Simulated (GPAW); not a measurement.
GaN: changing the functional

```
Ga N
1.0
     0.00000    2.25350    2.25350
     2.25350    0.00000    2.25350
     2.25350    2.25350    0.00000
Ga N
1 1
Direct
  0.00000 0.00000 0.00000
  0.25000 0.25000 0.25000
```

Kept alike: task dielectric tensor; k mesh 8 × 8 × 8; occupations fermi-dirac, width 0.001 eV; no spin polarisation. Program: GPAW, potentials by row: PAW data sets generated for this functional (AM05, PBEsol); the program's PAW data sets (release 1.2.1) made for this functional (LDA, RPBE); GPAW PAW data sets (gpaw-data 1.2.1) (PBE), cutoff 600 eV. The mesh is that of the run's cell of 2 atoms. No spin-orbit coupling.

```csv
functional,band gap (eV)
AM05,1.837
LDA,1.842
PBE,1.804
PBEsol,1.757
RPBE,1.829
```

Runs of this series that gave no sound value for these columns are left out. A gap read on the mesh alone can miss an edge between its points.

The band gap runs from 1.757 (PBEsol) to 1.842 eV (LDA). From PBE: AM05 +0.033; LDA +0.038; PBEsol -0.047; RPBE +0.025. Measured: 3.299 eV (a printed reference work); nearest AM05; LDA; RPBE, 1.457 eV off. Semilocal gaps fall short of quasiparticle gaps.
